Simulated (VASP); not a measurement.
Output of a VASP run:

OUTCAR:
```
 ion  position               nearest neighbor table
   1  0.000  0.000  0.000-   2 2.72   3 2.72   3 2.72   3 2.72   3 2.72   2 2.72   2 2.72   2 2.72
  LATTYP: Found a face centered cubic cell.
 ALAT       =     6.2884651376
 Subroutine PRICEL returns:
 Original cell was already a primitive cell.
 Subroutine GETGRP returns: Found 48 space group operations
The static configuration has the point symmetry O_h .
The dynamic configuration has the point symmetry O_h .
 Subroutine INISYM returns: Found 48 space group operations
 Subroutine IBZKPT returns following result:
 Found     29 irreducible k-points:

 Following reciprocal coordinates:
            Coordinates               Weight
  0.000000  0.000000  0.000000      1.000000
  0.125000  0.000000  0.000000      8.000000
  0.250000  0.000000  0.000000      8.000000
  0.375000  0.000000  0.000000      8.000000
  0.500000  0.000000  0.000000      4.000000
  0.125000  0.125000  0.000000      6.000000
  0.250000  0.125000  0.000000     24.000000
  0.375000  0.125000  0.000000     24.000000
  0.500000  0.125000  0.000000     24.000000
 -0.375000  0.125000  0.000000     24.000000
 -0.250000  0.125000  0.000000     24.000000
 -0.125000  0.125000  0.000000     12.000000
  0.250000  0.250000  0.000000      6.000000
  0.375000  0.250000  0.000000     24.000000
  0.500000  0.250000  0.000000     24.000000
 -0.375000  0.250000  0.000000     24.000000
 -0.250000  0.250000  0.000000     12.000000
  0.375000  0.375000  0.000000      6.000000
  0.500000  0.375000  0.000000     24.000000
 -0.375000  0.375000  0.000000     12.000000
  0.500000  0.500000  0.000000      3.000000
  0.375000  0.250000  0.125000     24.000000
  0.500000  0.250000  0.125000     48.000000
 -0.375000  0.250000  0.125000     24.000000
  0.500000  0.375000  0.125000     24.000000
 -0.375000  0.375000  0.125000     48.000000
 -0.250000  0.375000  0.125000     24.000000
 -0.375000  0.500000  0.125000     12.000000
 -0.250000  0.500000  0.250000      6.000000
   k-points           NKPTS =     29   k-points in BZ     NKDIM =     29   number of bands    NBANDS=     16
   number of dos      NEDOS =    301   number of ions     NIONS =      3
   total plane-waves  NPLWV =  13824
   dimension x,y,z NGX =    24 NGY =   24 NGZ =   24
   dimension x,y,z NGXF=    48 NGYF=   48 NGZF=   48
   ions per type =               1   2
   PREC   = normal    normal or accurate (medium, high low for compatibility)
   ISTART =      0    job   : 0-new  1-cont  2-samecut
   ICHARG =      2    charge: 1-file 2-atom 10-const
   ISPIN  =      1    spin polarized calculation?
   LNONCOLLINEAR =      F non collinear calculations
   LSORBIT =      F    spin-orbit coupling
   INIWAV =      1    electr: 0-lowe 1-rand  2-diag
   ENCUT  =  450.0 eV  33.07 Ry    5.75 a.u.   7.69  7.69  7.69*2*pi/ulx,y,z
   NELM   =    100;   NELMIN=  4; NELMDL= -5     # of ELM steps
   EDIFF  = 0.1E-04   stopping-criterion for ELM
   LREAL  =      F    real-space projection
   NLSPLINE    = F    spline interpolate recip. space projectors
   LMAXMIX     =    4 max onsite mixed and CHGCAR
   VOSKOWN=      0    Vosko Wilk Nusair interpolation
   EDIFFG = -.3E-01   stopping-criterion for IOM
   NSW    =     20    number of steps for IOM
   NBLOCK =      1;   KBLOCK =     20    inner block; outer block
   IBRION =      2    ionic relax: 0-MD 1-quasi-New 2-CG
   NFREE  =      1    steps in history (QN), initial steepest desc. (CG)
   ISIF   =      2    stress and relaxation
   ISYM   =      2    0-nonsym 1-usesym 2-fastsym
   TEIN   =    0.0    initial temperature
   TEBEG  =    0.0;   TEEND  =   0.0 temperature during run
   SMASS  =  -3.00    Nose mass-parameter (am)
   PSTRESS=    0.0 pullay stress
   NELECT =      24.0000    total number of electrons
   EFERMI =   0.00;   METHOD = LEGACY
   ISMEAR =     0;   SIGMA  =   0.05  broadening in eV -4-tet -1-fermi 0-gaus
   IALGO  =     68    algorithm
   LDIAG  =      T    sub-space diagonalisation (order eigenvalues)
...
```

### OSZICAR
```
       N       E                     dE             d eps       ncg     rms          rms(c)
DAV:   1     0.144452470122E+03    0.14445E+03   -0.12295E+04   928   0.124E+03
DAV:   2    -0.131795758304E+02   -0.15763E+03   -0.15448E+03  1176   0.275E+02
DAV:   3    -0.188280737744E+02   -0.56485E+01   -0.56428E+01  1232   0.610E+01
DAV:   4    -0.189114125508E+02   -0.83339E-01   -0.83324E-01  1280   0.608E+00
DAV:   5    -0.189142355768E+02   -0.28230E-02   -0.28230E-02  1176   0.760E-01    0.837E+00
RMM:   6    -0.170571011225E+02    0.18571E+01   -0.75155E+00   928   0.174E+01    0.372E+00
RMM:   7    -0.170995779475E+02   -0.42477E-01   -0.82720E-01   970   0.416E+00    0.244E+00
RMM:   8    -0.171235142587E+02   -0.23936E-01   -0.17002E-01   972   0.372E+00    0.383E-01
RMM:   9    -0.171328978791E+02   -0.93836E-02   -0.68271E-02  1020   0.121E+00    0.303E-01
RMM:  10    -0.171380134443E+02   -0.51156E-02   -0.13098E-02  1009   0.669E-01    0.284E-01
RMM:  11    -0.171382404813E+02   -0.22704E-03   -0.68654E-03  1071   0.340E-01    0.298E-02
RMM:  12    -0.171384040943E+02   -0.16361E-03   -0.15011E-03  1024   0.157E-01    0.138E-02
RMM:  13    -0.171384968240E+02   -0.92730E-04   -0.91655E-04   884   0.818E-02    0.111E-02
RMM:  14    -0.171385210175E+02   -0.24193E-04   -0.25958E-04   762   0.576E-02    0.451E-03
RMM:  15    -0.171385382226E+02   -0.17205E-04   -0.16752E-04   724   0.362E-02    0.312E-03
RMM:  16    -0.171385433887E+02   -0.51661E-05   -0.51708E-05   514   0.210E-02
   1 F= -.17138543E+02 E0= -.17138543E+02  d E =-.171385E+02
```

File OUTCAR:
```
------------------------ aborting loop because EDIFF is reached ----------------------------------------
  FORCE on cell =-STRESS in cart. coord.  units (eV):
  Direction    XX          YY          ZZ          XY          YZ          ZX
  --------------------------------------------------------------------------------------
  Total       -0.6030226     -0.6030226     -0.6030226     -0.0000000     -0.0000000      0.0000000
  in kB      -15.5406851    -15.5406851    -15.5406851     -0.0000000     -0.0000000      0.0000000
  external PRESSURE =     -15.5406851 kB  Pullay stress =       0.0000000 kB
  volume of cell :       62.17
      direct lattice vectors                 reciprocal lattice vectors
     0.000000000  3.144232569  3.144232569    -0.159021316  0.159021316  0.159021316
     3.144232569  0.000000000  3.144232569     0.159021316 -0.159021316  0.159021316
     3.144232569  3.144232569  0.000000000     0.159021316  0.159021316 -0.159021316
 POSITION                                       TOTAL-FORCE (eV/Angst)
 -----------------------------------------------------------------------------------
      0.00000      0.00000      0.00000        -0.000000     -0.000000     -0.000000
      1.57212      1.57212      1.57212         0.000000     -0.000000      0.000000
      4.71635      4.71635      4.71635        -0.000000      0.000000     -0.000000
 -----------------------------------------------------------------------------------
    total drift:                               -0.000000      0.000000      0.000000
  FREE ENERGIE OF THE ION-ELECTRON SYSTEM (eV)
  ---------------------------------------------------
  free  energy   TOTEN  =       -17.1385433887 eV

  energy  without entropy=      -17.1385433887  energy(sigma->0) =      -17.13854339

 reached required accuracy - stopping structural energy minimisation
```
(Selected blocks of OUTCAR.)

File POSCAR:
```
BaF2
1
    0.0000000000     3.1442325688     3.1442325688
    3.1442325688     0.0000000000     3.1442325688
    3.1442325688     3.1442325688     0.0000000000
Ba F
1 2
Direct
  0.0000000000   0.0000000000   0.0000000000
  0.2500000000   0.2500000000   0.2500000000
  0.7500000000   0.7500000000   0.7500000000
```

Q: Write an INCAR and KPOINTS that could have produced this output.

A: Several could match; the one computed here: the input of the run itself, PBE GGA, plane waves, VASP's PBE PAW potentials (set 64).

**INCAR**
```
# general
SYSTEM   =  BaF2
PREC     =  Normal
ENCUT    =  450
LREAL    =  F
LASPH    =  T

# electronic loop
EDIFF    =  1E-5   # SCF stop (eV)
NELM     =  100   # most electronic steps
NELMIN   =  4
ALGO     =  Fast   # Davidson, then RMM-DIIS
LMAXMIX  =  4   # l cut-off of mixed one-centre charges

# smearing
ISMEAR   =  0   # Gaussian
SIGMA    =  0.05

# functional
GGA      =  PE   # PBE

# ions
IBRION   =  2
NSW      =  20
ISIF     =  2
EDIFFG   =  -0.03   # ionic stop

# output
LWAVE    =  F
LCHARG   =  F
```

### KPOINTS
```
Automatic mesh
0
Gamma
8 8 8
0 0 0
```

POTCAR, in this order: Ba_sv F (PBE.64 set). Program: vasp_std.

At this cut-off the stress carries a Pulay error, which pulls relaxed volumes low.

The compound is BaF2 in the fluorite structure. It was relaxed first.
